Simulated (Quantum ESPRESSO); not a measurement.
**PbSe (Clausthalite) under changes of volume**

One of the cells (28.671 Å³/atom); the others are scaled copies at fixed shape and fractional positions:

```xyz
2
Lattice="0.0000 3.0606 3.0606 3.0606 0.0000 3.0606 3.0606 3.0606 0.0000" Properties=species:S:1:pos:R:3 pbc="T T T"
Pb    0.0000    0.0000    0.0000
Se    3.0606    3.0606    3.0606
```

```yaml
Program: Quantum ESPRESSO 7.5
Functional: rev-vdW-DF2
Potentials_or_basis: PseudoDojo 0.4.1 SR PBE standard
Cutoff: 1170 eV
Density_cutoff: 4680 eV
k_mesh: 7 × 7 × 7
Occupations: fermi-dirac, width 0.05 eV
Spin: no spin polarisation
```

```csv
volume (Å³/atom),energy over the lowest point (meV/atom),pressure (GPa)
26.951,34.75,5.0
27.524,19.27,3.6
28.097,8.63,2.3
28.671,?,?
29.244,0.00,0.1
29.818,1.18,-0.8
30.391,5.53,-1.6
```

**Question.** What does the run at 28.671 Å³/atom give?

**Answer.** Energy over the lowest point 2.35 meV/atom; pressure 1.2 GPa.

Worked out: A Birch-Murnaghan fit of order 3 (a polynomial in V^(-2/3)) to the other rows has its minimum at 29.33 Å³/atom with B0 = V·E''(V) = 50 GPa and B' = 4.4. It gives 2.35 meV/atom at 28.671 Å³/atom, against the run's 2.35, and -dE/dV = 1.2 GPa, against 1.2.

Energies are extrapolated to zero smearing.

Caveats: the potentials were made for another functional, which shifts forces and pressure.
